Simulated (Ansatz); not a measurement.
FeGe

The cell (2 atoms) is FeGe as a test cell of our own (not relaxed).

```
CELL_PARAMETERS angstrom
3.01617 0.00000 0.00000
0.00000 3.01617 0.00000
0.00000 0.00000 3.01617
ATOMIC_POSITIONS crystal
Fe 0.13700 0.29100 0.41800
Ge 0.60034 0.74175 0.87153
```

Atoms are numbered from 1 in the order listed.

Method: Ansatz, DFT, r2SCAN, norm-conserving potentials, plane waves, scalar-relativistic.

- Plane-wave cutoff: 1225 eV
- k-point mesh: 3×3×3 (Γ-centred)
- Occupations: Gaussian smearing, 0.05 eV

Moments by site are taken inside atomic spheres; the rest lies between them.

With one magnetic atom in the cell its copies can only be parallel; orders in a larger cell may lie lower.

The mesh is coarse, so energy differences (and at times their sign) aren't converged.

Orders that need a larger cell or non-collinear spins weren't tried. No run without spin polarisation was made.

By default the program goes on after convergence only on a hint of a lower state. With a search on, the program may also reshape the start on open shells. Ends within 0.2 meV/atom and 0.1 μB count as one state.

Q: Which state comes out lowest among 2 converged runs with various starts and settings? Give the order and the site moments.

A: Spin-polarised, site moments Fe1 1.95 μB, total 1.93 μB per cell. It was reached from: default search for lower states [Fe1 2.00 μB].

Q: Start: default search for lower states [Fe1 4.00 μB]. Give the end state and its height above the lowest.

A: It converges in 18 iterations to a state 28.9 meV/atom above the lowest: spin-polarised, site moments Fe1 2.68 μB, total 2.74 μB per cell.
